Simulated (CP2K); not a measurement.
Runs of CP2K 2026.2 on Te. Symmetry: C2/m, No. 12, monoclinic system. Conventional cell: a = 7.641 Å, b = 4.296 Å, c = 5.977 Å, α = 90.00°, β = 90.90°, γ = 90.00°. Te (site symmetry 2/m) has 6 Te at 3.09 to 3.31 Å as nearest neighbours. Te (site symmetry m) is surrounded by 6 Te at 3.03 to 3.47 Å. This isn't the form of Te at room conditions, which is trigonal, of chains.

```tsv
task	level	potentials or basis	cell	smearing	EPS_DEFAULT	NGRIDS	potentials	points a segment of the path (NPOINTS)	bands added on the path	gap on the mesh (eV)	pressure (GPa)	largest force (eV/Å)
band structure	PBEsol	POTENTIAL_UZH Te GTH-PBE-q6; TZVP-MOLOPT-PBE-GTH basis	as given	fermi-dirac 0.01 eV	1.0E-9	5	Te GTH-PBE-q6 of POTENTIAL_UZH	8	2	-	-0.2	0.27
band structure	LDA	GTH_POTENTIALS Te GTH-PADE-q6; TZVP-MOLOPT-PBE-GTH basis	as given	fermi-dirac 0.01 eV	1.0E-9	5	Te GTH-PADE-q6 of GTH_POTENTIALS	6	4	-	(a)	0.15
single point	PBEsol	POTENTIAL_UZH Te GTH-PBE-q6; TZVP-MOLOPT-PBE-GTH basis	as given	fermi-dirac 0.05 eV	1.0E-10	4	Te GTH-PBE-q6 of POTENTIAL_UZH	-	-	none	-0.2	0.29
single point	PBEsol	POTENTIAL_UZH Te GTH-PBE-q6; TZVP-MOLOPT-PBE-GTH basis	atoms moved at random, drawn with an rms of 0.05 Å	fermi-dirac 0.05 eV	1.0E-10	4	Te GTH-PBE-q6 of POTENTIAL_UZH	-	-	none	-0.3	0.29
```

Alike in all rows: no spin polarisation; k mesh 7 × 7 × 5.

Question: Estimate the missing entries.

Answer: (a) -2.0.

Caveats: the basis of atomic orbitals isn't converged, which shifts pressures, moduli and gaps; the potentials were made for another functional, which shifts forces and pressure (some runs); spin-orbit coupling is left out, which moves the levels of the heavy elements (some runs).

A k mesh can miss the band edges, and the runs leave out spin-orbit coupling on Te.

A gap of «none» marks a metal or a gap under the smearing width.
